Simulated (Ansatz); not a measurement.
Ni: from a first guess to the relaxed bcc type

First guess:

```
CELL_PARAMETERS angstrom
-1.40625 1.40625 1.40625
1.40625 -1.40625 1.40625
1.40625 1.40625 -1.40625
ATOMIC_POSITIONS crystal
Ni 0.00000 0.00000 0.00000
```

Method: DFT, PBE, PAW with Ansatz's default frozen-core files, scalar-relativistic (Ansatz 0.2.0).

Cell and atoms relax within the symmetry of the start on a 18×18×18 k mesh with 0.08 eV Fermi–Dirac smearing, from parallel moments.

The start is built from a prototype, known or not as a phase of this compound; the cutoff is 420 eV.

The magnetic state is the one reached from parallel moments; other orders may lie lower.

Question: What is the pressure of the first guess?

Answer: -2.08 GPa.

Question: What does it relax to?

Answer: a = 2.802 Å, b = 2.802 Å, c = 2.802 Å, α = 90.00°, β = 90.00°, γ = 90.00° (conventional cell), 11.00 Å³ per atom:
```
CELL_PARAMETERS angstrom
-1.40092 1.40092 1.40092
1.40092 -1.40092 1.40092
1.40092 1.40092 -1.40092
ATOMIC_POSITIONS crystal
Ni 0.00000 0.00000 0.00000
```

Question: How much energy does the relaxation release?

Answer: 1 meV/atom.

Question: What moment does the relaxed primitive cell (1 atom) carry?

Answer: 0.56 μB.
